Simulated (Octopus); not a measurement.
# Li2O under changes of volume

One of the cells (8.399 Å³/atom); the others are scaled copies at fixed shape and fractional positions:

```xyz
3
Lattice="0.0000 2.3269 2.3269 2.3269 0.0000 2.3269 2.3269 2.3269 0.0000" Properties=species:S:1:pos:R:3 pbc="T T T"
O     0.0000    0.0000    0.0000
Li    1.1634    1.1634    1.1634
Li    3.4903    3.4903    3.4903
```

The cell comes from a database or a generator and needn't be the stable form of this composition.

```yaml
Program: Octopus 16.4
Functional: PBE
Potentials_or_basis: pseudodojo_pbe (PseudoDojo 0.5, PBE)
Grid_spacing: 0.132 Å
k_mesh: 10 × 10 × 10
Occupations: fermi-dirac, width 0.05 eV
Spin: no spin polarisation
```

```tsv
volume (Å³/atom)	energy over the lowest point (meV/atom)	gap on the mesh (eV)
7.895	4.75	5.08
8.063	1.39	5.04
8.231	0.00	5.00
8.399	0.17	4.96
8.567	1.90	4.92
8.735	?	?
8.903	10.47	4.70
```

Task: What does the run at 8.735 Å³/atom give?

Result: Energy over the lowest point 5.42 meV/atom; gap on the mesh 4.84 eV.

Worked out: A Birch-Murnaghan fit of order 3 (a polynomial in V^(-2/3)) to the other rows has its minimum at 8.30 Å³/atom with B0 = V·E''(V) = 80 GPa (rough, since the energies scatter). It gives 5.42 meV/atom at 8.735 Å³/atom, against the run's 5.42. A parabola through the other rows of the gap, of slope -4.79 eV per unit of ln V there, gives 4.81 eV, against the run's 4.84.

Energies are extrapolated to zero smearing.

A mesh can miss the band edges.
